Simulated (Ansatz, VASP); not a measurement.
This is a calculation of PbS (Galena) for Ansatz 0.2.0. 

File input.yaml:

```yaml
crystal:
  lattice:
    - [0.0, 2.96575, 2.96575]
    - [2.96575, 0.0, 2.96575]
    - [2.96575, 2.96575, 0.0]
  atoms:
    - { symbol: Pb, position: [0.0, 0.0, 0.0] }
    - { symbol: S, position: [0.5, 0.5, 0.5] }
kpoints:
  mp_grid: { grid: [8, 8, 8] }
scf:
  occupations: { method: gaussian, width: 0.016 }
hamiltonian:
  xc: pbe
  pseudopotentials: { kind: all_electron, lapw: { basis_error: 0.001 } }
output:
  forces: true
  stress: true
  eigenvalues: true
```

Potentials or basis: all-electron LAPW, scalar-relativistic.

Launch:

```console
$ ansatz run input.yaml --threads 1 --pin off --max-ram 3072MiB --backend cpu --events-out ev --progress --plain --runs-dir out
```

Question: Set up the same calculation for VASP 6.6.1. Potentials or basis there: PBE PAW files Pb_d, S, 520 eV.

Answer: As run (cutoffs and basis follow the program's own potentials, and thresholds, step limits or extra output files can differ):

The input INCAR:

```
ALGO = Fast ; EDIFF = 1E-7
ENCUT = 520 ; GGA = PE
ISIF = 2 ; ISMEAR = 0
LASPH = True ; LCHARG = False
LREAL = False ; LWAVE = False
NBANDS = 17 ; NELM = 100
PREC = Accurate ; SIGMA = 0.016
```

Contents of KPOINTS:

```
k-points
0
Gamma
  8 8 8
```

File POSCAR:

```
PbS
1.0
    0.0000000000      2.9657500000      2.9657500000
    2.9657500000      0.0000000000      2.9657500000
    2.9657500000      2.9657500000      0.0000000000
Pb S
1 1
Direct
    0.0000000000      0.0000000000      0.0000000000
    0.5000000000      0.5000000000      0.5000000000
```

Potentials or basis: VASP PAW PBE potentials, release 64 (Pb_d, S).

Command:

```console
$ cat potpaw_PBE.64/Pb_d/POTCAR potpaw_PBE.64/S/POTCAR > POTCAR
$ mpirun -np 1 vasp_std > vasp.out
```

Both were run:

|  | Ansatz | VASP |
| --- | --- | --- |
| Pressure | 2.2 GPa | 2.2 GPa |

Where Ansatz's input types no cutoff or centring, it takes its own default and a Γ-centred mesh.

Pressure is positive in compression.
